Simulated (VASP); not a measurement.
# BP (F-43m) in VASP: further runs

Aim: see how the results for BP move with the level of theory and the settings. Levels: r2SCAN, LDA. Tasks: relaxation of cell and atoms.

All numbers are computed with VASP 6.6.1; they aren't measurements. Logs are shortened: lines on timing, memory, paths and dates and some standing lists are left out, and cuts for length are marked.

## 1. Starting point

The structure is cubic, space group F-43m (No. 216). The conventional cell has a = 4.532 Å, b = 4.532 Å, c = 4.532 Å, α = 90.00°, β = 90.00°, γ = 90.00°. B (site symmetry -43m) has 4 P at 1.96 Å as nearest neighbours. Around P (site symmetry -43m) lie 4 B at 1.96 Å.

## 2. Relaxation of cell and atoms, r2SCAN

The input, INCAR:

```
  PREC = Accurate
  ENCUT = 600
  EDIFF = 1E-7
  ISMEAR = 0
  SIGMA = 0.03
  LREAL = False
  LASPH = True
  NELM = 80
  ALGO = Normal
  ISIF = 3
  LWAVE = False
  LCHARG = False
  METAGGA = R2SCAN
  LMIXTAU = True
  IBRION = 2
  NSW = 90
  EDIFFG = -0.005
```

The input, KPOINTS:

```
regular mesh
0
Gamma
  10 10 10
```

The input, POSCAR:

```
BP                                      
1.0
    0.0000000000      2.2660186101      2.2660186101
    2.2660186101     -0.0000000000      2.2660186101
    2.2660186101      2.2660186101      0.0000000000
  B               P             
     1     1
Direct
     0.0000000000000000    0.0000000000000000    0.0000000000000000
     0.2500000000000000    0.2500000000000000    0.2500000000000000
```

Potentials or basis: VASP PAW PBE potentials, release 64 (B, P).

Started as:

```
cat potpaw_PBE.64/B/POTCAR potpaw_PBE.64/P/POTCAR > POTCAR
mpirun -np 1 vasp_std > vasp.out
```

OUTCAR:

```text
PREC = Accurate
   ENCUT = 600
   EDIFF = 1E-7
   ISMEAR = 0
   LREAL = False
   LASPH = True
   NELM = 80
   ISIF = 3
   METAGGA = R2SCAN
   IBRION = 2
   NSW = 90
   EDIFFG = -0.005

 ion  position               nearest neighbor table
   1  0.000  0.000  0.000-   2 1.96   2 1.96   2 1.96   2 1.96
   2  0.250  0.250  0.250-   1 1.96   1 1.96   1 1.96   1 1.96

  LATTYP: Found a face centered cubic cell.
 ALAT       =     4.5320372202

  Lattice vectors:

 A1 = (   0.0000000000,   2.2660186101,   2.2660186101)
 A2 = (   2.2660186101,   0.0000000000,   2.2660186101)
 A3 = (   2.2660186101,   2.2660186101,   0.0000000000)

Analysis of symmetry for initial positions (statically):
=====================================================================
 Subroutine PRICEL returns:
 Original cell was already a primitive cell.

 Routine SETGRP: Setting up the symmetry group for a
 face centered cubic supercell.

 Subroutine GETGRP returns: Found 24 space group operations
 (whereof 24 operations were pure point group operations)
 out of a pool of 48 trial point group operations.

The static configuration has the point symmetry T_d .

Analysis of symmetry for dynamics (positions and initial velocities):
=====================================================================
 Subroutine PRICEL returns:
 Original cell was already a primitive cell.

 Routine SETGRP: Setting up the symmetry group for a
 face centered cubic supercell.

 Subroutine GETGRP returns: Found 24 space group operations
 (whereof 24 operations were pure point group operations)
 out of a pool of 48 trial point group operations.

The dynamic configuration has the point symmetry T_d .

 Subroutine INISYM returns: Found 24 space group operations
 (whereof 24 operations are pure point group operations),
 and found     1 'primitive' translations

----------------------------------------------------------------------------------------

                                     Primitive cell

  volume of cell :      23.2713

  direct lattice vectors                    reciprocal lattice vectors
     0.000000000  2.266018610  2.266018610    -0.220651321  0.220651321  0.220651321
     2.266018610  0.000000000  2.266018610     0.220651321 -0.220651321  0.220651321
     2.266018610  2.266018610  0.000000000     0.220651321  0.220651321 -0.220651321

  length of vectors
     3.204634251  3.204634251  3.204634251     0.382179299  0.382179299  0.382179299

  position of ions in fractional coordinates (direct lattice)
     0.000000000  0.000000000  0.000000000
     0.250000000  0.250000000  0.250000000

  ion indices of the primitive-cell ions
   primitive index   ion index
                 1           1
                 2           2

----------------------------------------------------------------------------------------

 KPOINTS: regular mesh

Automatic generation of k-mesh.
 Grid dimensions read from file:
 generate k-points for:   10   10   10

 Generating k-lattice:

  Cartesian coordinates                     Fractional coordinates (reciprocal lattice)
    -0.022065132  0.022065132  0.022065132     0.100000000  0.000000000  0.000000000
     0.022065132 -0.022065132  0.022065132     0.000000000  0.100000000  0.000000000
     0.022065132  0.022065132 -0.022065132     0.000000000  0.000000000  0.100000000

  Length of vectors
     0.038217930  0.038217930  0.038217930

  Shift w.r.t. Gamma in fractional coordinates (k-lattice)
     0.000000000  0.000000000  0.000000000

 Subroutine IBZKPT returns following result:
 ===========================================

 Found     47 irreducible k-points:

 Following reciprocal coordinates:
            Coordinates               Weight
  0.000000  0.000000  0.000000      1.000000
  0.100000  0.000000  0.000000      8.000000
  0.200000  0.000000  0.000000      8.000000
  0.300000  0.000000  0.000000      8.000000
  0.400000  0.000000  0.000000      8.000000
  0.500000  0.000000  0.000000      4.000000
[... 16 lines left out ...]
  0.300000  0.300000  0.000000      6.000000
  0.400000  0.300000  0.000000     24.000000
 [... further k-points ...]
   k-points           NKPTS =     47   k-points in BZ     NKDIM =     47   number of bands    NBANDS=      8
   number of dos      NEDOS =    301   number of ions     NIONS =      2
   total plane-waves  NPLWV =  21952
   dimension x,y,z NGX =    28 NGY =   28 NGZ =   28
   dimension x,y,z NGXF=    56 NGYF=   56 NGZF=   56
   ions per type =               1   1
   NGX,Y,Z   is equivalent  to a cutoff of  14.53, 14.53, 14.53 a.u.
   NGXF,Y,Z  is equivalent  to a cutoff of  29.05, 29.05, 29.05 a.u.
 SYSTEM =  unknown system
   PREC   = accura    normal or accurate (medium, high low for compatibility)
   ISTART =      0    job   : 0-new  1-cont  2-samecut
   ICHARG =      2    charge: 1-file 2-atom 10-const
   ISPIN  =      1    spin polarized calculation?
   LNONCOLLINEAR =      F non collinear calculations
   LSORBIT =      F    spin-orbit coupling
   LASPH  =      T    aspherical Exc in radial PAW
   ENCUT  =  600.0 eV  44.10 Ry    6.64 a.u.   6.40  6.40  6.40*2*pi/ulx,y,z
   NELM   =     80;   NELMIN=  2; NELMDL= -5     # of ELM steps
   EDIFF  = 0.1E-06   stopping-criterion for ELM
   LREAL  =      F    real-space projection
   EDIFFG = -.5E-02   stopping-criterion for IOM
   NSW    =     90    number of steps for IOM
   IBRION =      2    ionic relax: 0-MD 1-quasi-New 2-CG
   NFREE  =      1    steps in history (QN), initial steepest desc. (CG)
   ISIF   =      3    stress and relaxation
   ISYM   =      2    0-nonsym 1-usesym 2-fastsym
   POTIM  = 0.5000    time-step for ionic-motion
   TEBEG  =    0.0;   TEEND  =   0.0 temperature during run
   PSTRESS=    0.0 pullay stress
   NELECT =       8.0000    total number of electrons
   NUPDOWN=      -1.0000    fix difference up-down
   EMIN   =  10.00;   EMAX   =-10.00  energy-range for DOS
   EFERMI =   0.00;   METHOD = LEGACY
   ISMEAR =     0;   SIGMA  =   0.03  broadening in eV -4-tet -1-fermi 0-gaus
   EFERMI_NEDOS =   21; number of points for ismear=-14 and -15
   IALGO  =     38    algorithm
   IMIX   =      4    mixing-type and parameters
     AMIX     =   0.40;   BMIX     =  1.00
     AMIX_MAG =   1.60;   BMIX_MAG =  1.00
  volume/ion in A,a.u.               =      11.64        78.52
  Fermi-wavevector in a.u.,A,eV,Ry     =   1.146827  2.167189 17.894557  1.315213
  Thomas-Fermi vector in A             =   2.283510
   LORBIT       =      0    0 simple, 1 ext, 2 COOP (PROOUT), +10 PAW based schemes
   METAGGA = R2SCAN    functional components
   LHFCALC =     F    Hartree Fock is set to
   AEXX    =    0.0000 exact exchange contribution
   IVDW    =     0    specifies the selected vdW correction
   LEPSILON=     F    determine dielectric tensor
   LRPA    =     F    only Hartree local field effects (RPA)
 conjugate gradient relaxation of ions
 non-spin polarized calculation
 Gauss-broadening in eV      SIGMA  =   0.03
  energy-cutoff  :      600.00
  volume of cell :       23.27
 maximum number of plane-waves:       794
 NGX is ok and might be reduce to    28
   NGX = 13   NGY = 13   NGZ = 13

 number of electron       8.0000000 magnetization

 Free energy of the ion-electron system (eV)
  ---------------------------------------------------
  ext. energy  EPLUGINS =         0.00000000
  ---------------------------------------------------
  free energy    TOTEN  =       -17.31391743 eV

  energy without entropy =      -17.31391743  energy(sigma->0) =      -17.31391743

 E-fermi :   7.5670     XC(G=0): -11.5186

 val. band max:        7.4353529964   @ k =   0.0000   0.0000   0.0000
 cond. band min:       8.8771590867   @ k =   0.4000   0.4000   0.0000
 fundamental gap:      1.4418060903
 Fermi energy:         7.5670158615

 k-point     1 :       0.0000    0.0000    0.0000
  band No.  band energies     occupation
      1      -8.8597      2.00000
      2       7.4354      2.00000
      3       7.4354      2.00000
      4       7.4354      2.00000
      5      11.0826      0.00000
      6      11.0826      0.00000
      7      11.0826      0.00000
      8      15.5101      0.00000

 k-point     2 :       0.1000    0.0000    0.0000
  band No.  band energies     occupation
      1      -8.6697      2.00000
      2       6.0621      2.00000
      3       7.1226      2.00000
      4       7.1226      2.00000
      5      11.5181      0.00000
      6      11.5181      0.00000
      7      11.5766      0.00000
      8      16.0473      0.00000

 k-point     3 :       0.2000    0.0000    0.0000
  band No.  band energies     occupation
      1      -8.1071      2.00000
      2       3.5928      2.00000
      3       6.5282      2.00000
      4       6.5282      2.00000
      5      11.8329      0.00000
      6      12.2862      0.00000
      7      12.2862      0.00000
      8      17.2845      0.00000

 k-point     4 :       0.3000    0.0000    0.0000
  band No.  band energies     occupation
      1      -7.2031      2.00000
      2       1.1048      2.00000
      3       6.0076      2.00000
      4       6.0076      2.00000
      5      11.7567      0.00000
      6      12.6315      0.00000
      7      12.6315      0.00000
      8      18.2493      0.00000

 k-point     5 :       0.4000    0.0000    0.0000
  band No.  band energies     occupation
      1      -6.0768      2.00000
      2      -1.0264      2.00000
      3       5.6772      2.00000
      4       5.6772      2.00000
      5      11.6439      0.00000
      6      12.5508      0.00000
      7      12.5508      0.00000
      8      18.4204      0.00000

 k-point     6 :       0.5000    0.0000    0.0000
  band No.  band energies     occupation
      1      -5.3522      2.00000
      2      -2.0931      2.00000
      3       5.5655      2.00000
      4       5.5655      2.00000
      5      11.5989      0.00000
      6      12.4686      0.00000
      7      12.4686      0.00000
      8      18.3705      0.00000

 k-point     7 :       0.1000    0.1000    0.0000
  band No.  band energies     occupation
      1      -8.6062      2.00000
      2       6.5421      2.00000
      3       6.5421      2.00000
      4       6.6028      2.00000
      5      10.6537      0.00000
      6      12.2670      0.00000
      7      12.2670      0.00000
      8      15.8540      0.00000
[... 133 lines left out ...]
 k-point    20 :      -0.4000    0.2000    0.0000
  band No.  band energies     occupation
      1      -4.8548      2.00000
      2      -1.4299      2.00000
      3       2.6490      2.00000
      4       4.7945      2.00000
      5      11.0754      0.00000
      6      14.5340      0.00000
      7      14.9524      0.00000
      8      18.3894      0.00000

 k-point    21 :      -0.3000    0.2000    0.0000
  band No.  band energies     occupation
      1      -5.8389      2.00000
      2       0.0593      2.00000
      3       2.5264      2.00000
      4       5.3961      2.00000
      5      11.6728      0.00000
      6      14.0021      0.00000
      7      14.8669      0.00000
      8      17.5208      0.00000

 k-point    22 :      -0.2000    0.2000    0.0000
  band No.  band energies     occupation
      1      -6.8950      2.00000
      2       1.8865      2.00000
      3       3.0445      2.00000
      4       6.1118      2.00000
      5      12.2905      0.00000
      6      13.1335      0.00000
      7      14.2831      0.00000
      8      16.4455      0.00000

 k-point    23 :       0.3000    0.3000    0.0000
  band No.  band energies     occupation
      1      -6.6268      2.00000
      2       2.3161      2.00000
      3       4.0229      2.00000
      4       4.0229      2.00000
      5       9.1717      0.00000
      6      11.6853      0.00000
      7      16.9531      0.00000
      8      16.9531      0.00000

 k-point    24 :       0.4000    0.3000    0.0000
  band No.  band energies     occupation
      1      -5.7529      2.00000
      2       0.9045      2.00000
      3       3.1635      2.00000
      4       3.7104      2.00000
      5       9.4742      0.00000
      6      11.3841      0.00000
      7      17.6127      0.00000
      8      17.6242      0.00000

 [... further k-points ...]

------------------------ aborting loop because EDIFF is reached ----------------------------------------

  FORCE on cell =-STRESS in cart. coord.  units (eV):
  Direction    XX          YY          ZZ          XY          YZ          ZX
  --------------------------------------------------------------------------------------
  -------------------------------------------------------------------------------------
  Total        0.0008018      0.0008018      0.0008018      0.0000000      0.0000000     -0.0000000
  in kB        0.0552016      0.0552016      0.0552016      0.0000000      0.0000000     -0.0000000
  external PRESSURE =       0.0552016 kB  Pullay stress =       0.0000000 kB

 VOLUME and BASIS-vectors are now :
 -----------------------------------------------------------------------------
  energy-cutoff  :      600.00
  volume of cell :       23.27
      direct lattice vectors                 reciprocal lattice vectors
     0.000000000  2.266018610  2.266018610    -0.220651321  0.220651321  0.220651321
     2.266018610  0.000000000  2.266018610     0.220651321 -0.220651321  0.220651321
     2.266018610  2.266018610  0.000000000     0.220651321  0.220651321 -0.220651321

 POSITION                                       TOTAL-FORCE (eV/Angst)
 -----------------------------------------------------------------------------------
      0.00000      0.00000      0.00000        -0.000000      0.000000     -0.000000
      1.13301      1.13301      1.13301         0.000000     -0.000000      0.000000
 -----------------------------------------------------------------------------------
    total drift:                               -0.000000     -0.000000     -0.000000

  FREE ENERGIE OF THE ION-ELECTRON SYSTEM (eV)
  ---------------------------------------------------
  free  energy   TOTEN  =       -17.3139174342 eV

  energy  without entropy=      -17.3139174342  energy(sigma->0) =      -17.31391743

 reached required accuracy - stopping structural energy minimisation
```

Run time: 33 s. Hardware: 1 thread of Intel Xeon 6975P-C (Granite Rapids), shared host; peak memory 0.16 GiB.

Results:

```yaml
Free_energy: -17.3139 eV
Pressure_after_relaxing: 0.0 GPa
Band_gap_on_the_k_mesh: 1.44 eV, indirect (least direct gap 3.65 eV)
```

Final structure:
```cif
data_structure
_symmetry_space_group_name_H-M 'P 1'
_symmetry_Int_Tables_number 1
_cell_length_a 3.2046
_cell_length_b 3.2046
_cell_length_c 3.2046
_cell_angle_alpha 60.000
_cell_angle_beta 60.000
_cell_angle_gamma 60.000
_cell_volume 23.27
loop_
_atom_site_label
_atom_site_type_symbol
_atom_site_fract_x
_atom_site_fract_y
_atom_site_fract_z
_atom_site_occupancy
B1 B 0.00000 0.00000 0.00000 1
P1 P 0.25000 0.25000 0.25000 1
```

Caveat: the relaxation stopped at its first step, so nothing moved; the PAW data sets were made with another functional, which shifts forces and pressure a little.

## 3. Relaxation of cell and atoms, LDA

This run uses another cell than the first one, of 11.68 Å³/atom, 1.004 times its volume.

The input, INCAR:

```
PREC = Accurate ; ENCUT = 600
EDIFF = 1E-6 ; ISMEAR = 0
SIGMA = 0.03 ; LREAL = F
LASPH = T ; NELM = 80
ALGO = Normal ; ISIF = 3
LWAVE = F ; LCHARG = F
IBRION = 2 ; NSW = 90
EDIFFG = -0.01
```

KPOINTS is that of step 2.

The input, POSCAR:

```
BP
1.0
    0.0000000000      2.2690000000      2.2690000000
    2.2690000000      0.0000000000      2.2690000000
    2.2690000000      2.2690000000      0.0000000000
B P
1 1
Direct
    0.0000000000      0.0000000000      0.0000000000
    0.2500000000      0.2500000000      0.2500000000
```

Potentials or basis: VASP PAW LDA potentials, release 64 (B, P).

Started as:

```
cat potpaw_LDA.64/B/POTCAR potpaw_LDA.64/P/POTCAR > POTCAR
mpirun -np 1 vasp_std > vasp.out
```

Run time: 15 s. Hardware: 1 thread of Intel Xeon Platinum 8488C (Sapphire Rapids), shared host; peak memory 0.14 GiB.

It converged, with:

```yaml
Free_energy: -14.4013 eV
Relaxed_volume: 11.31 Å³/atom
Relaxed_cell: a = 3.175 Å, b = 3.175 Å, c = 3.175 Å, α = 60.00°, β = 60.00°, γ = 60.00°
Space_group_after_relaxing_to_0.05_Å: F-43m (No. 216)
Energy_gained_by_relaxing: 6.3 meV/atom
Ionic_steps: 3
Pressure_after_relaxing: 0.0 GPa
Band_gap_on_the_k_mesh: 1.15 eV, indirect (least direct gap 3.43 eV)
```

The path:
```
step  energy change (eV)  largest force (eV/Å)  pressure (GPa)  volume (Å³)
   1              0.0000                0.0000           -5.32        23.36
   2             -0.0051                0.0000            4.50        22.08
   3             -0.0126                0.0000           -0.01        22.63
```

Final structure:
```
B P
1.0
     0.00000    2.24486    2.24486
     2.24486    0.00000    2.24486
     2.24486    2.24486    0.00000
B P
1 1
Direct
  0.00000 0.00000 0.00000
  0.25000 0.25000 0.25000
```

Levels at points of the mesh, in eV from the valence-band top:
```csv
k point,band 1,band 2,band 3,band 4,band 5,band 6,band 7,band 8
"(0.00, 0.00, 0.00)",-15.68,0.00,0.00,0.00,3.43,3.43,3.43,7.86
"(0.50, 0.00, 0.00)",-12.22,-9.24,-1.79,-1.79,3.98,4.70,4.70,10.04
"(0.50, 0.50, 0.00)",-10.68,-8.65,-4.22,-4.22,1.24,1.53,12.30,12.30
```
